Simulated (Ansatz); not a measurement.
Run on Pb (fcc type): DFT, PBE, all-electron LAPW, non-relativistic (Ansatz 0.2.0). This run: fcc relaxed.

The cell comes from a relaxation on PAW files under the same functional.

Command: `ansatz run input.yaml --threads 1 --pin off --max-ram 3072MiB --backend cpu --events-out ev --progress --plain --runs-dir out` It took 28 s on 1 thread of Arm Neoverse V2, with other jobs on the host, peak memory 0.32 GiB.

```yaml
crystal:
  lattice:
    - [0.0, 2.5202669214, 2.5202669214]
    - [2.5202669214, 0.0, 2.5202669214]
    - [2.5202669214, 2.5202669214, 0.0]
  atoms:
    - { symbol: Pb, position: [0.0, 0.0, 0.0] }
kpoints:
  mp_grid: { grid: [14, 14, 14] }
scf:
  occupations: { method: fermi_dirac, width: 0.05 }
hamiltonian:
  xc: pbe
  pseudopotentials:
    kind: all_electron
    lapw: { basis_error: 0.0005 }
    relativity: none
output:
  forces: true
  stress: true
  eigenvalues: true
  populations: true
relax:
  f_tol: 0.005
  max_steps: 25
  cell: {}
```

Output:

```
The last accepted step is kept in <dir> (removed where the run ends without a failure and the disk answers)
Pb: projections on atomic orbitals take those of the free atom 1s2 2s2 2p6 3s2 3p6 3d10 4s2 4p6 4d10 4f14 5s2 5p6 5d10 6s2 6p2, of charge +0.00 (hamiltonian.pseudopotentials.projection_atoms)
LAPW: plane waves up to 6.708 Å⁻¹, error target 5.0e-4 eV per atom; Pb in spheres of 1.729 Å, 36 of its electrons in bands, Dirac shells [] (how accurate: hamiltonian.pseudopotentials.lapw.basis_error, Limitations)
Engine: ansatz 0.2.0
Pseudopotentials: kind: all_electron
Pseudopotential: Pb, LAPW, valence charge 36, lapw/all_electron/none/Pb, Schrödinger's equation, point nucleus
Functional definition: PBE
  parameter kappa = 0.804
  parameter beta = 0.06672455060314922
  exchange = pbe_x(kappa = kappa, mu = beta*pi^2/3)
  correlation = pbe_c(beta = beta)
Crystal: 1 atoms, lattice volume = 32.016 Å³
Basis set: ecut = 171.4574670209743 eV, 169 PW (Γ), exchange–correlation at level 2
Bands: 22, of which v1, the nominal top of the filled ones, is band 18 counted from 1 (17 counted from 0)
Symmetry: 48 space group operations
Space group: Fm-3m (ITA 225), of the structure as read, at distance tolerance 3.2e-5 Å
k-points: 104 of 2744
Non-local potential: Pb, projectors of the file, none
Initial density: superposition of atomic densities (chi_scale 0.1, normalization cell)
Initial wavefunctions: plane waves of lowest kinetic energy (no species holds an atomic orbital)
Functional: x = pbe(κ = 0.804, μ = 0.2195149727645171), c = pbe(β = 0.06672455060314922)
iter 1 solved again at ethr=1.78e-5 eV; its pass at ethr=1.00e-1 eV (dr2=6.40e-3 eV) is discarded
SCF iter   1: F=—  HF=-531379.845517 eV  |F-HF|=—  |Δ(HF+E_count)|=         —  Δρ=4.94e-3  dr2=6.45e-3  ethr=1.78e-5  ⟨swp⟩=3.5  Hψ=15007  notcnv=0
preconditioner: auto → Kerker (q_TF=auto, 2.782 Å⁻¹)  [metal: Δε(μ)=0.024 eV  Ē_g=21.179 eV  σ=0.050 eV  W_gap=0.12  n_scr=14 (ndim 8)  ℏωp=24.6 eV  f_vac=0.010  D(μ)=0.75/eV (n_scr^D=0)]
SCF iter   2: F=—  HF=-531379.833375 eV  |F-HF|=—  |Δ(HF+E_count)|=   1.21e-2  Δρ=3.12e-3  dr2=3.12e-3  ethr=1.78e-5  ⟨swp⟩=2.0  Hψ=6768  notcnv=0
SCF iter   3: F=—  HF=-531379.832594 eV  |F-HF|=—  |Δ(HF+E_count)|=   7.82e-4  Δρ=1.82e-3  dr2=1.29e-3  ethr=8.67e-6  ⟨swp⟩=2.0  Hψ=6764  notcnv=0
SCF iter   4: F=—  HF=-531379.832560 eV  |F-HF|=—  |Δ(HF+E_count)|=   3.38e-5  Δρ=1.00e-3  dr2=4.44e-4  ethr=3.58e-6  ⟨swp⟩=2.0  Hψ=6764  notcnv=0
SCF iter   5: F=—  HF=-531379.832667 eV  |F-HF|=—  |Δ(HF+E_count)|=   1.07e-4  Δρ=3.45e-4  dr2=5.61e-5  ethr=1.23e-6  ⟨swp⟩=2.0  Hψ=6757  notcnv=0
iter 6 solved again at ethr=4.82e-9 eV; its pass at ethr=1.56e-7 eV (dr2=1.74e-6 eV) is discarded
SCF iter   6: F=—  HF=-531379.832670 eV  |F-HF|=—  |Δ(HF+E_count)|=   3.54e-6  Δρ=8.18e-5  dr2=1.74e-6  ethr=4.82e-9  ⟨swp⟩=2.0  Hψ=11448  notcnv=0
SCF iter   7: F=—  HF=-531379.832671 eV  |F-HF|=—  |Δ(HF+E_count)|=   6.87e-7  Δρ=1.90e-5  dr2=1.40e-7  ethr=4.82e-9  ⟨swp⟩=2.9  Hψ=6896  notcnv=0
SCF iter   8: F=-531379.832671 eV  HF=-531379.832671 eV  |F-HF|=3.14e-9  |Δ(HF+E_count)|=   2.29e-8  Δρ=5.74e-6  dr2=1.71e-8  ethr=3.89e-10  ⟨swp⟩=2.9  Hψ=6889  notcnv=0
SCF 1 converged in 8 iterations: F = -531379.832671 eV  dr2 = 1.71e-8
relax step   1: F+E_penalty+E_count = -531379.83267077 eV  Δ(F+E_penalty+E_count) = +0.000e0 eV  max|allowed force component| = 0.000e0 eV/Å  Δτ_max = 0.0000 Å  P = +1.470 GPa  Ω = 32.016 Å³  (8 SCF iters, accepted)
Crystal: 1 atoms, lattice volume = 33.121 Å³
Basis set: ecut = 167.6241588728747 eV, 169 PW (Γ), exchange–correlation at level 2
Initial density: handed on by an earlier stage of this run
Initial wavefunctions: those handed on with the density
iter 1 solved again at ethr=3.55e-9 eV; its pass at ethr=1.00e-1 eV (dr2=1.28e-6 eV) is discarded
SCF iter   1: F=—  HF=-531379.837471 eV  |F-HF|=—  |Δ(HF+E_count)|=         —  Δρ=7.36e-5  dr2=2.42e-6  ethr=3.55e-9  ⟨swp⟩=5.8  Hψ=13812  notcnv=0
preconditioner: auto → LDOS  [metal: Δε(μ)=0.027 eV  Ē_g=21.274 eV  σ=0.050 eV  W_gap=0.14  n_scr=14 (ndim 8)  ℏωp=24.1 eV  f_vac=0.015  D(μ)=0.90/eV (n_scr^D=8)  β→1.0]
SCF iter   2: F=—  HF=-531379.837473 eV  |F-HF|=—  |Δ(HF+E_count)|=   2.00e-6  Δρ=2.35e-5  dr2=2.41e-7  ethr=3.55e-9  ⟨swp⟩=3.0  Hψ=6978  notcnv=0
SCF iter   3: F=—  HF=-531379.837472 eV  |F-HF|=—  |Δ(HF+E_count)|=   7.97e-7  Δρ=1.40e-5  dr2=9.36e-8  ethr=6.68e-10  ⟨swp⟩=2.0  Hψ=6765  notcnv=0
SCF iter   4: F=-531379.837472 eV  HF=-531379.837472 eV  |F-HF|=6.87e-9  |Δ(HF+E_count)|=   8.95e-8  Δρ=5.48e-6  dr2=1.46e-8  ethr=2.60e-10  ⟨swp⟩=2.8  Hψ=6848  notcnv=0
SCF 2 converged in 4 iterations: F = -531379.837472 eV  dr2 = 1.46e-8
relax step   2: F+E_penalty+E_count = -531379.83747191 eV  Δ(F+E_penalty+E_count) = -4.801e-3 eV  max|allowed force component| = 0.000e0 eV/Å  Δτ_max = 0.0000 Å  P = -0.022 GPa  Ω = 33.121 Å³  (4 SCF iters, accepted)
iter 1 solved again at ethr=6.93e-11 eV; its pass at ethr=1.00e-1 eV (dr2=2.49e-8 eV) is discarded
SCF iter   1: F=—  HF=-531379.837471 eV  |F-HF|=—  |Δ(HF+E_count)|=         —  Δρ=5.40e-6  dr2=1.44e-8  ethr=6.93e-11  ⟨swp⟩=7.4  Hψ=16213  notcnv=0  reapply=27
preconditioner: auto → LDOS  [metal: Δε(μ)=0.027 eV  Ē_g=21.272 eV  σ=0.050 eV  W_gap=0.14  n_scr=14 (ndim 8)  ℏωp=24.1 eV  f_vac=0.013  D(μ)=0.90/eV (n_scr^D=8)  β→1.0]
iter 2 solved again at ethr=3.78e-12 eV; its pass at ethr=4.00e-11 eV (dr2=1.36e-9 eV) is discarded
SCF iter   2: F=-531379.837471 eV  HF=-531379.837471 eV  |F-HF|=6.75e-9  |Δ(HF+E_count)|=   6.98e-9  Δρ=1.71e-6  dr2=1.36e-9  ethr=3.78e-12  ⟨swp⟩=2.0  Hψ=11652  notcnv=0
SCF 3 converged in 2 iterations: F = -531379.837471 eV  dr2 = 1.36e-9
relax step   3: F+E_penalty+E_count = -531379.83747135 eV  Δ(F+E_penalty+E_count) = +5.582e-7 eV  max|allowed force component| = 0.000e0 eV/Å  Δτ_max = 0.0000 Å  P = -0.022 GPa  Ω = 33.121 Å³  stress off target by 2.23e-2 GPa  SCF on the basis re-selected at this cell (its energy is not comparable with the rows above)  (2 SCF iters)
basis re-selected at this cell: Δ(F+E_penalty+E_count) = +5.582e-7 eV, ΔP = -0.000 GPa vs the last step (what re-selecting the basis moved, after the strain that the cell walked since its last selection, with what the two solves' SCF thresholds leave and, on support functions, any second-order correction that the steps lacked; it is no measure of the basis error at this ecutwfc). This SCF's stress stands 2.23e-2 GPa from its target on what of the cell is left free (relax.cell.stress_tol is 5.00e-2 GPa) and its largest allowed force component is 0.00e0 eV/Å (relax.f_tol is 5.00e-3 eV/Å): within both
SCF converged after 2 iterations
Free energy (F): -531379.837471 eV
Harris-Foulkes:  -531379.837471 eV  (|F-HF|=6.75e-9)
Internal energy: -531379.830282 eV  (E = F + TS)
E sigma→0 (E₀):  -531379.833877 eV
Entropy (-TS):   -0.007189 eV (-7.189 meV/atom)
Fermi energy:    15.051597 eV
--- Per-component energies (eV) ---
  E_band       = -2417.957861
  E_kinetic    = 531255.358711
  E_xc         = -9876.453289
  E_electrostatic = -1052758.735703  (all electrons and nuclei)
  E_smearing   = -0.007189  (= −TS)
  E_closure    = 0.000000  (closes the sum)
  E_atoms      = -531376.227581  (free atoms, spherical and without spin; not in F)
  Σ components = -531379.837471   (vs F -531379.837471, Δ=0.00e0)
  Basis errors (estimates in eV, not in F): energy 1.0e-4 per atom: plane waves 1.0e-4 (5.2e-5 summed), levels above the bands 2.8e-84, relativity 0.0e0, radial functions 9.5e-7, core shells 8.7e-10; eigenvalues (radial functions only) 5.8e-6; not estimated: angular momenta, meshes, grids; target (lapw.basis_error) 5.0e-4; muffin-tin radii Pb 1.748 Å
--- Forces (eV/Å), atoms counted from 1 ---
  atom   1  Pb    -0.00000000    -0.00000000     0.00000000
  max |Σ_I F_I| component: 5.75e-32 eV/Å
--- Stress (GPa, compression-positive) ---
       -0.022296       0.000000       0.000000
        0.000000      -0.022296       0.000000
        0.000000       0.000000      -0.022296
  P = ⅓ Tr σ = -0.0223 GPa (-0.223 kbar)
--- Band table (eV; the first three rows and the last of 104) ---
  k-point 0: bands = ["-132.5162", "-132.5162", "-132.5162", "-132.5159", "-132.5159", "-132.5159", "-132.5156", "-95.1696", "-60.7157", "-60.7157", "-60.7157", "-5.2869", "-5.2869", "-5.2869", "-5.2060", "-5.2060", "5.2232", "21.9055", "21.9055", "21.9055", "23.7402", "25.6262"]
  k-point 1: bands = ["-132.5162", "-132.5162", "-132.5162", "-132.5159", "-132.5159", "-132.5159", "-132.5156", "-95.1696", "-60.7159", "-60.7157", "-60.7157", "-5.2864", "-5.2824", "-5.2824", "-5.2061", "-5.2061", "5.3169", "20.8986", "21.7593", "21.7593", "23.5015", "25.8760"]
  k-point 2: bands = ["-132.5162", "-132.5162", "-132.5162", "-132.5159", "-132.5159", "-132.5159", "-132.5156", "-95.1695", "-60.7164", "-60.7158", "-60.7158", "-5.2851", "-5.2723", "-5.2723", "-5.2039", "-5.2039", "5.5985", "18.9569", "21.4140", "21.4140", "23.3962", "26.4595"]
  k-point 103: bands = ["-132.5162", "-132.5162", "-132.5162", "-132.5159", "-132.5159", "-132.5159", "-132.5156", "-95.1693", "-60.7183", "-60.7179", "-60.7172", "-5.2733", "-5.2717", "-5.2119", "-5.1700", "-5.1007", "11.3915", "12.9111", "13.8403", "14.8802", "24.4266", "24.6547"]
--- Relaxed structure (2 steps of the walk, 2 accepted, 1 SCFs on fresh bases) ---
  F+E_penalty+E_count = -531379.83747135 eV   max|allowed force component| = 0.000e0 eV/Å   (the final SCF, on the basis selected at the relaxed cell)
  cell:  # Å, volume = 33.1207 Å³
    - [1.655995910691067e-34, 2.548921351666129, 2.548921351666129]
    - [2.548921351666129, 3.1846075205597437e-34, 2.548921351666129]
    - [2.548921351666129, 2.548921351666129, 2.547686016447795e-34]
  atoms:
    - { symbol: Pb, position: [0.0, 0.0, 0.0] }
--- Löwdin populations: 1 site ---
  site symbol       q [e]
     0     Pb     81.9648
  spilling = 0.000429 (of n_electrons = 82.000000)
```

populations.tsv:

```
# site	symbol	l	j	q
# orbitals = lowdin
# n_electrons = 82.000000
# spilling = 0.000429
# projection_atom_Pb: 1s2 2s2 2p6 3s2 3p6 3d10 4s2 4p6 4d10 4f14 5s2 5p6 5d10 6s2 6p2
0	Pb	0_1S	-	2.000000
0	Pb	0_2S	-	1.999996
0	Pb	0_3S	-	1.999949
0	Pb	0_4S	-	1.999518
0	Pb	0_5S	-	1.994209
0	Pb	0_6S	-	1.707658
0	Pb	1_2P	-	6.000000
0	Pb	1_3P	-	5.999999
0	Pb	1_4P	-	5.999959
0	Pb	1_5P	-	5.996548
0	Pb	1_6P	-	2.272190
0	Pb	2_3D	-	10.000000
0	Pb	2_4D	-	9.999999
0	Pb	2_5D	-	9.994798
0	Pb	3_4F	-	14.000000
```

Next run (bcc relaxed), as changes to the input before:

```diff
   lattice:
-    - [0.0, 2.5202669214, 2.5202669214]
-    - [2.5202669214, 0.0, 2.5202669214]
-    - [2.5202669214, 2.5202669214, 0.0]
+    - [-2.0000535952, 2.0000535952, 2.0000535952]
+    - [2.0000535952, -2.0000535952, 2.0000535952]
+    - [2.0000535952, 2.0000535952, -2.0000535952]
   atoms:
 kpoints:
-  mp_grid: { grid: [14, 14, 14] }
+  mp_grid: { grid: [15, 15, 15] }
 scf:
```

Command: `ansatz run input.yaml --threads 1 --pin off --max-ram 3072MiB --backend cpu --events-out ev --progress --plain --runs-dir out` It took 27 s on 1 thread of Arm Neoverse V2, on a shared host, peak memory 0.34 GiB.

Results part of the output:

```
basis re-selected at this cell: Δ(F+E_penalty+E_count) = +2.582e-7 eV, ΔP = +0.000 GPa vs the last step (what re-selecting the basis moved, after the strain that the cell walked since its last selection, with what the two solves' SCF thresholds leave and, on support functions, any second-order correction that the steps lacked; it is no measure of the basis error at this ecutwfc). This SCF's stress stands 2.51e-2 GPa from its target on what of the cell is left free (relax.cell.stress_tol is 5.00e-2 GPa) and its largest allowed force component is 0.00e0 eV/Å (relax.f_tol is 5.00e-3 eV/Å): within both
SCF converged after 2 iterations
Free energy (F): -531379.853187 eV
Harris-Foulkes:  -531379.853187 eV  (|F-HF|=2.56e-9)
Internal energy: -531379.847775 eV  (E = F + TS)
E sigma→0 (E₀):  -531379.850481 eV
Entropy (-TS):   -0.005412 eV (-5.412 meV/atom)
Fermi energy:    15.352678 eV
--- Per-component energies (eV) ---
  E_band       = -2405.095742
  E_kinetic    = 531255.336187
  E_xc         = -9876.576543
  E_electrostatic = -1052758.607420  (all electrons and nuclei)
  E_smearing   = -0.005412  (= −TS)
  E_closure    = 0.000000  (closes the sum)
  E_atoms      = -531376.227581  (free atoms, spherical and without spin; not in F)
  Σ components = -531379.853187   (vs F -531379.853187, Δ=0.00e0)
  Basis errors (estimates in eV, not in F): energy 1.3e-4 per atom: plane waves 1.3e-4 (6.6e-5 summed), levels above the bands 9.2e-81, relativity 0.0e0, radial functions 1.5e-6, core shells 3.0e-9; eigenvalues (radial functions only) 1.1e-5; not estimated: angular momenta, meshes, grids; target (lapw.basis_error) 5.0e-4; muffin-tin radii Pb 1.688 Å
--- Forces (eV/Å), atoms counted from 1 ---
  atom   1  Pb    -0.00000000     0.00000000    -0.00000000
  max |Σ_I F_I| component: 1.17e-31 eV/Å
--- Stress (GPa, compression-positive) ---
       -0.025111      -0.000000       0.000000
       -0.000000      -0.025111       0.000000
        0.000000       0.000000      -0.025111
  P = ⅓ Tr σ = -0.0251 GPa (-0.251 kbar)
--- Band table (eV; the first three rows and the last of 120) ---
  k-point 0: bands = ["-132.1552", "-132.1552", "-132.1552", "-132.1551", "-132.1551", "-132.1551", "-132.1550", "-94.8098", "-60.3552", "-60.3552", "-60.3552", "-4.9611", "-4.9611", "-4.9611", "-4.8033", "-4.8033", "5.4791", "22.7236", "22.7236", "22.7236", "25.4282", "25.4282"]
  k-point 1: bands = ["-132.1552", "-132.1552", "-132.1552", "-132.1551", "-132.1551", "-132.1551", "-132.1550", "-94.8097", "-60.3554", "-60.3553", "-60.3552", "-4.9633", "-4.9577", "-4.9504", "-4.8058", "-4.8036", "5.5670", "21.9533", "22.3503", "22.5836", "24.8073", "25.0705"]
  k-point 2: bands = ["-132.1552", "-132.1552", "-132.1552", "-132.1551", "-132.1551", "-132.1551", "-132.1550", "-94.8097", "-60.3560", "-60.3555", "-60.3552", "-4.9695", "-4.9486", "-4.9200", "-4.8125", "-4.8046", "5.8313", "20.2240", "21.5419", "22.1820", "24.1901", "24.4829"]
  k-point 119: bands = ["-132.1552", "-132.1552", "-132.1552", "-132.1551", "-132.1551", "-132.1551", "-132.1550", "-94.8091", "-60.3589", "-60.3589", "-60.3589", "-4.9778", "-4.9758", "-4.7332", "-4.7332", "-4.7324", "13.4313", "14.8169", "14.8169", "15.0510", "18.8745", "19.1508"]
--- Relaxed structure (2 steps of the walk, 2 accepted, 1 SCFs on fresh bases) ---
  F+E_penalty+E_count = -531379.85318700 eV   max|allowed force component| = 0.000e0 eV/Å   (the final SCF, on the basis selected at the relaxed cell)
  cell:  # Å, volume = 32.4433 Å³
    - [-2.009192870967789, 2.009192870967789, 2.009192870967789]
    - [2.009192870967789, -2.009192870967789, 2.009192870967789]
    - [2.009192870967789, 2.009192870967789, -2.009192870967789]
  atoms:
    - { symbol: Pb, position: [0.0, 0.0, 0.0] }
--- Löwdin populations: 1 site ---
  site symbol       q [e]
     0     Pb     81.9674
  spilling = 0.000398 (of n_electrons = 82.000000)
```

Next run (hcp relaxed), as changes to the input before:

```diff
   lattice:
-    - [-2.0000535952, 2.0000535952, 2.0000535952]
-    - [2.0000535952, -2.0000535952, 2.0000535952]
-    - [2.0000535952, 2.0000535952, -2.0000535952]
+    - [3.5150371471, 0.0, 0.0]
+    - [-1.7575185736, 3.0441114646, 0.0]
+    - [0.0, 0.0, 5.9674369106]
   atoms:
-    - { symbol: Pb, position: [0.0, 0.0, 0.0] }
+    - { symbol: Pb, position: [0.3333333333, 0.6666666667, 0.25] }
+    - { symbol: Pb, position: [0.6666666667, 0.3333333333, 0.75] }
 kpoints:
-  mp_grid: { grid: [15, 15, 15] }
+  mp_grid: { grid: [13, 13, 7] }
 scf:
```

Command: `ansatz run input.yaml --threads 1 --pin off --max-ram 3072MiB --backend cpu --events-out ev --progress --plain --runs-dir out` It took 3.2 min on 1 thread of Arm Neoverse V2, with other jobs on the host, peak memory 0.48 GiB.

Results part of the output:

```
basis re-selected at this cell: Δ(F+E_penalty+E_count) = -1.496e-5 eV, ΔP = -0.000 GPa vs the last step (what re-selecting the basis moved, after the strain that the cell walked since its last selection, with what the two solves' SCF thresholds leave and, on support functions, any second-order correction that the steps lacked; it is no measure of the basis error at this ecutwfc). This SCF's stress stands 2.44e-2 GPa from its target on what of the cell is left free (relax.cell.stress_tol is 5.00e-2 GPa) and its largest allowed force component is 1.73e-17 eV/Å (relax.f_tol is 5.00e-3 eV/Å): within both
SCF converged after 2 iterations
Free energy (F): -1062759.701958 eV
Harris-Foulkes:  -1062759.701958 eV  (|F-HF|=5.17e-8)
Internal energy: -1062759.691029 eV  (E = F + TS)
E sigma→0 (E₀):  -1062759.696493 eV
Entropy (-TS):   -0.010929 eV (-5.464 meV/atom)
Fermi energy:    15.245113 eV
--- Per-component energies (eV) ---
  E_band       = -4820.871301
  E_kinetic    = 1062510.577785
  E_xc         = -19753.041984
  E_electrostatic = -2105517.226830  (all electrons and nuclei)
  E_smearing   = -0.010929  (= −TS)
  E_closure    = -0.000000  (closes the sum)
  E_atoms      = -1062752.455161  (free atoms, spherical and without spin; not in F)
  Σ components = -1062759.701958   (vs F -1062759.701958, Δ=0.00e0)
[... lines left out ...]
  k-point 1: bands = ["-132.3061", "-132.3061", "-132.3061", "-132.3061", "-132.3045", "-132.3045", "-132.3045", "-132.3045", "-132.3035", "-132.3035", "-132.3035", "-132.3035", "-132.3031", "-132.3031", "-94.9590", "-94.9587", "-60.5070", "-60.5070", "-60.5064", "-60.5063", "-60.5063", "-60.5026", "-5.0720", "-5.0685", "-5.0681", "-5.0681", "-5.0513", "-5.0513", "-5.0181", "-5.0181", "-4.9169", "-4.9169", "5.4629", "8.8888", "12.0079", "20.1560", "20.1560", "21.6530", "21.7678", "21.7678", "23.3956", "23.4893", "25.2396", "25.4819"]
  k-point 2: bands = ["-132.3061", "-132.3061", "-132.3061", "-132.3061", "-132.3045", "-132.3045", "-132.3045", "-132.3045", "-132.3035", "-132.3035", "-132.3035", "-132.3035", "-132.3031", "-132.3031", "-94.9589", "-94.9587", "-60.5069", "-60.5069", "-60.5064", "-60.5064", "-60.5058", "-60.5032", "-5.0755", "-5.0755", "-5.0706", "-5.0682", "-5.0597", "-5.0597", "-4.9926", "-4.9926", "-4.9267", "-4.9267", "5.7582", "7.8361", "13.6485", "19.6283", "20.3956", "20.3956", "21.5421", "21.5421", "23.4168", "23.5110", "25.0656", "25.0656"]
  k-point 83: bands = ["-132.3061", "-132.3061", "-132.3061", "-132.3061", "-132.3045", "-132.3045", "-132.3045", "-132.3045", "-132.3035", "-132.3035", "-132.3035", "-132.3035", "-132.3031", "-132.3031", "-94.9586", "-94.9586", "-60.5088", "-60.5087", "-60.5084", "-60.5081", "-60.5040", "-60.5039", "-5.0914", "-5.0909", "-5.0450", "-5.0064", "-4.9997", "-4.9954", "-4.9723", "-4.9721", "-4.9115", "-4.9060", "10.5261", "10.8963", "12.3735", "12.7044", "13.3621", "13.9852", "19.4319", "19.8761", "22.5667", "23.6102", "24.1588", "24.4420"]
--- Relaxed structure (8 steps of the walk, 7 accepted, 1 SCFs on fresh bases) ---
  F+E_penalty+E_count = -1062759.70195766 eV   max|allowed force component| = 1.735e-17 eV/Å   (the final SCF, on the basis selected at the relaxed cell)
  cell:  # Å, volume = 65.4491 Å³
    - [3.620266379841648, 2.9731709486717694e-11, 0.0]
    - [-1.8101331899465722, 3.135242653394725, 0.0]
    - [0.0, 0.0, 5.766228198835893]
  atoms:
    - { symbol: Pb, position: [0.3333333333333333, 0.6666666666666665, 0.25000000000000006] }
    - { symbol: Pb, position: [0.6666666666666665, 0.33333333333333326, 0.7500000000000001] }
--- Löwdin populations: 2 sites ---
  site symbol       q [e]
     0     Pb     81.9660
     1     Pb     81.9660
  spilling = 0.000415 (of n_electrons = 164.000000)
```
